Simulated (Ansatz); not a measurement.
## CdTe: equation of state with PBE+D3(BJ)

**Experimental background.**

From “Multiscale insight into the Cd1-xZnxTe vibrational-mechanical properties -- High-pressure experiments and ab initio calculations”, 2023, arxiv:2306.14539, for a powder of CdTe: bulk modulus 42 ± 2 GPa.

The system is CdTe.

```xyz
2
Lattice="0.0000 3.2050 3.2050 3.2050 0.0000 3.2050 3.2050 3.2050 0.0000" Properties=species:S:1:pos:R:3 pbc="T T T"
Te    4.8075    4.8075    4.8075
Cd    0.0000    0.0000    0.0000
```

* Program: Ansatz 0.2.0
* Task: equation of state
* Functional: PBE
* Dispersion: D3(BJ)
* Potentials or basis: Ansatz PAW
* Cutoff: 420 eV
* Density cutoff: 1680 eV
* k mesh: 7 × 7 × 7
* Occupations: fermi-dirac, width 0.05 eV
* Spin: no spin polarisation

* Equilibrium volume: 34.60 Å³/atom
* Bulk modulus: 40 GPa
* Pressure derivative of the bulk modulus: 4.8

Energy against volume, from the lowest point:
```csv
volume (Å³/atom),energy (meV/atom)
30.947,59.25
31.605,38.10
32.263,22.13
32.922,10.80
33.580,3.61
34.239,0.16
34.897,0.00
```

All runs of the series together: 12 s on 2 threads of Arm Neoverse V1, on a shared host.

A measured bulk modulus of CdTe is 42 GPa (powder; quoted in “Multiscale insight into the Cd1-xZnxTe vibrational-mechanical properties -- High-pressure experiments and ab initio calculations”, 2023, arxiv:2306.14539); the calculated 40 GPa misses it by -4.9 %. The fit is for a static lattice scaled at fixed shape and fixed fractional positions.

The run has no spin-orbit coupling, so splittings on Te are missing.
